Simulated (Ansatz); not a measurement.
## GaN: single point with PBE

**Measured values to compare with.**

A printed reference work, textbook reports, for a bulk crystal of GaN at 0 K: band gap 3.299 eV (direct).

Crystal: GaN.

```
Ga N
1.0
     0.00000    2.25350    2.25350
     2.25350    0.00000    2.25350
     2.25350    2.25350    0.00000
Ga N
1 1
Direct
  0.00000 0.00000 0.00000
  0.25000 0.25000 0.25000
```

The cell is a database's computed one.

| Item | Value |
| --- | --- |
| Program | Ansatz 0.2.0 |
| Task | single point |
| Functional | PBE |
| Potentials or basis | Ansatz PAW |
| Cutoff | 420 eV (not typed: the program's choice for these potentials) |
| k mesh | 10 × 10 × 10 |
| Occupations | gaussian, width 0.018 eV |
| Spin | no spin polarisation |

| Property | Result |
| --- | --- |
| Pressure | 5.0 GPa |
| Band gap on the k mesh | 1.72 eV, direct |

Levels at points of the mesh, in eV from the valence-band top:
```tsv
k point	band 7	band 8	band 9	band 10	band 11	band 12
(0.00, 0.00, 0.00)	0.00	0.00	0.00	1.72	10.31	10.31
(0.00, 0.00, -0.50)	-7.03	-0.97	-0.97	4.64	8.72	10.36
(0.00, -0.50, -0.50)	-6.12	-2.70	-2.70	3.35	6.67	11.70
```

Run time: 2.7 s on 2 threads of Intel(R) Xeon(R) Processor @ 2.50GHz (Skylake/Cascade Lake) (shared host), peak memory 0.32 GiB.

Measured gap of GaN: 3.299 eV (direct; 0 K; a printed reference work, textbook). This calculation gives 1.72 eV (-1.58 eV). Spin-orbit coupling on Ga is left out. The value is that of PBE, without temperature or zero-point motion. Semilocal functionals fall short of measured gaps as a rule. The cell is a database's relaxed one, not the measured one, which moves gaps too.

Caveat: the pressure holds a Pulay correction of +0.5 GPa for the finite cutoff.
